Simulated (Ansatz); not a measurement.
**Ga under changes of volume**

One of the cells (18.543 Å³/atom); the others are scaled copies at fixed shape and fractional positions:

```
Ga
1.0
     1.38300   -4.02650    0.00000
     1.38300    4.02650    0.00000
    -0.11745    0.00000    3.32993
Ga
2
Direct
  0.13100 0.86900 0.75000
  0.86900 0.13100 0.25000
```

This isn't the form of Ga at room conditions, which is orthorhombic.

| Quantity | Value |
| --- | --- |
| Program | Ansatz 0.2.0 |
| Functional | HSE06 |
| Potentials or basis | Ansatz PAW |
| Cutoff | 420 eV (not typed: the program's choice for these potentials) |
| k mesh | 6 × 6 × 6 |
| Occupations | fermi-dirac, width 0.05 eV |
| Spin | no spin polarisation |

```tsv
volume (Å³/atom)	energy over the lowest point (meV/atom)	pressure (GPa)	largest force (eV/Å)
17.431	9.81	3.5	0.191
17.801	3.53	2.0	0.175
18.172	?	?	?
18.543	0.00	-0.4	0.153
18.914	2.34	-1.5	0.145
19.285	7.00	-2.4	0.139
19.656	13.48	-3.1	0.135
```

Problem. What does the run at 18.172 Å³/atom give?

Solution. Energy over the lowest point 0.32 meV/atom; pressure 0.7 GPa; largest force 0.162 eV/Å.

Worked out: A Birch-Murnaghan fit of order 3 (a polynomial in V^(-2/3)) to the other rows has its minimum at 18.39 Å³/atom with B0 = V·E''(V) = 57 GPa and B' = 4.8 at fixed shape and positions, which overstates the stiffness. It gives 0.33 meV/atom at 18.172 Å³/atom, against the run's 0.32, and -dE/dV = 0.7 GPa, against 0.7.

Energies are extrapolated to zero smearing.

Caveats: all runs use coarse meshes; the PAW data sets come from PBE, with cores solved anew for the run's functional, which leaves a small shift of forces and pressure; the thresholds are loose for stress.
